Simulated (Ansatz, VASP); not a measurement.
# Lu: VASP beside Ansatz

```
Lu
1.0
    -1.94874    1.94874    1.94874
     1.94874   -1.94874    1.94874
     1.94874    1.94874   -1.94874
Lu
1
Direct
  0.98272 0.99995 0.02632
```

This isn't the form of Lu at room conditions, which is hcp.

Alike in both runs: task single point; functional r2SCAN; k mesh 7 × 7 × 7; occupations fermi-dirac, width 0.1 eV; no spin polarisation.

|  | VASP | Ansatz |
| --- | --- | --- |
| version | VASP 6.6.1 | Ansatz 0.2.0 |
| potentials or method | VASP PAW PBE potentials, release 64 (Lu) | plane waves, PAW |
| plane-wave cutoff (eV) | 520 | 550 |
| valence electrons in the cell | 25 | 25 |

```tsv
	VASP	Ansatz	Ansatz less VASP
pressure (GPa)	0.3	0.0	-0.28
```

Caveats: the PAW data sets were made with another functional, which shifts forces and pressure a little (VASP). Spin-orbit coupling is left out, which matters for the levels of Lu.
